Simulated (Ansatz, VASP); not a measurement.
# One calculation of Ni, two programs

The input INCAR:

```
ALGO = Normal
EDIFF = 1E-6
ENCUT = 520
GGA = PS
ISIF = 2
ISMEAR = -1
ISPIN = 2
LASPH = True
LCHARG = False
LMAXMIX = 4
LORBIT = 11
LREAL = False
LWAVE = False
MAGMOM = 0.2
NBANDS = 15
NELM = 150
PREC = Accurate
SIGMA = 0.1
```

KPOINTS

```
k-points
0
Gamma
  15 15 15
```

File POSCAR:

```
Ni
1.0
    0.0000000000      1.7716500000      1.7716500000
    1.7716500000      0.0000000000      1.7716500000
    1.7716500000      1.7716500000      0.0000000000
Ni
1
Direct
    0.0000000000      0.0000000000      0.0000000000
```

Input for Ansatz:

```yaml
crystal:
  lattice:
    - [0.0, 1.77165, 1.77165]
    - [1.77165, 0.0, 1.77165]
    - [1.77165, 1.77165, 0.0]
  atoms:
    - { symbol: Ni, position: [0.0, 0.0, 0.0], spin: 0.2 }
magnetization:
  spin_polarized: true
hamiltonian:
  xc: pbesol
  pseudopotentials: { kind: paw }
basis:
  ecutwfc: 420
kpoints:
  mp_grid: { grid: [15, 15, 15] }
scf:
  occupations: { method: fermi_dirac, width: 0.1 }
  lower_state_search: "off"
output:
  forces: true
  stress: true
```

Change from the starting cell: parallel moments scaled by 0.1, free total moment.

Alike in both runs: task single point; functional PBEsol; k mesh 15 × 15 × 15; occupations fermi-dirac, width 0.1 eV; collinear spin.

```csv
,VASP,Ansatz
version,VASP 6.6.1,Ansatz 0.2.0
potentials or method,"VASP PAW PBE potentials, release 64 (Ni)","PAW, plane waves, scalar-relativistic"
plane-wave cutoff (eV),520,420
valence electrons in the cell,10,18
```

Ansatz gave:

* pressure (GPa): -13.0
* net moment per atom (μB): 0.64
* size of the moment on the site where the two differ most (μB): 0.68

Problem. What did VASP give for the same quantities?

Solution. Pressure (GPa): -12.8; net moment per atom (μB): 0.63; size of the moment on the site where the two differ most (μB): 0.64.

Site moments also hang on the region over which each program counts them. The two sets of potentials don't hold the same shells in valence.

Caveats: the PAW data sets were made with another functional, which shifts forces and pressure a little (VASP).
